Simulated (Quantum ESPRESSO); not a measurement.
**BN under changes of volume**

One of the cells (5.959 Å³/atom); the others are scaled copies at fixed shape and fractional positions:

```
N B
1.0
     0.00000    1.81300    1.81300
     1.81300    0.00000    1.81300
     1.81300    1.81300    0.00000
N B
1 1
Cartesian
  0.9065 0.9065 0.9065
  0.0000 0.0000 0.0000
```

The cell is a database's computed one.

```yaml
Program: Quantum ESPRESSO 7.5
Functional: PBE
Dispersion: D2
Potentials_or_basis: PseudoDojo 0.4.1 SR PBE standard
Cutoff: 1143 eV
Density_cutoff: 4572 eV
k_mesh: 13 × 13 × 13
Occupations: fermi-dirac, width 0.05 eV
Spin: no spin polarisation
```

| volume (Å³/atom) | energy over the lowest point (meV/atom) | pressure (GPa) | gap on the mesh (eV) |
| --- | --- | --- | --- |
| 5.602 | ? | ? | ? |
| 5.721 | 5.26 | 11.3 | 4.65 |
| 5.840 | 0.00 | 2.9 | 4.62 |
| 5.959 | 0.72 | -4.7 | 4.60 |
| 6.078 | 6.88 | -11.7 | 4.57 |
| 6.198 | 17.99 | -18.1 | 4.54 |
| 6.317 | 33.59 | -23.8 | 4.52 |

Q: What does the run at 5.602 Å³/atom give?

A: Energy over the lowest point 17.09 meV/atom; pressure 20.6 GPa; gap on the mesh 4.68 eV.

Worked out: A Birch-Murnaghan fit of order 3 (a polynomial in V^(-2/3)) to the other rows has its minimum at 5.88 Å³/atom with B0 = V·E''(V) = 383 GPa and B' = 3.7. It gives 17.06 meV/atom at 5.602 Å³/atom, against the run's 17.09, and -dE/dV = 20.6 GPa, against 20.6. A straight line through the other rows of the gap, of slope -1.33 eV per unit of ln V, extrapolates to 4.68 eV, against the run's 4.68.

Energies are extrapolated to zero smearing.

Caveats: an odd mesh through Γ misses points on the zone boundary, where band edges often lie.
